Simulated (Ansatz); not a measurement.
System: CuCl (zinc blende type), 2 atoms in the cell.

```
Cu Cl
1.0
     0.00000    2.71000    2.71000
     2.71000    0.00000    2.71000
     2.71000    2.71000    0.00000
Cu Cl
1 1
Direct
  0.00000 0.00000 0.00000
  0.25000 0.25000 0.25000
```

Code and potentials: Ansatz PAW hard set, 700 eV. Settings: k-mesh 6×6×6 Γ-centred; Fermi–Dirac smearing of 0.02 eV; no spin polarisation.

One run gave:

| Quantity | Value |
| --- | --- |
| Pressure | -1.86 GPa |
| Gap on the mesh | 0.90 eV |

(1) Which level of theory was it?
A. r²SCAN
B. PBE

## Answers

(1) A. All runs:

```csv
level,pressure (GPa),gap (eV)
PBE,0.14,0.53
r²SCAN,-1.86,0.90
```

The stress includes the program's correction for the finite plane-wave basis.

Potentials made with PBE were used with another functional (at least in: Ansatz PAW hard set, 700 eV (r²SCAN)). Semilocal functionals give gaps that mostly lie well below measured ones.
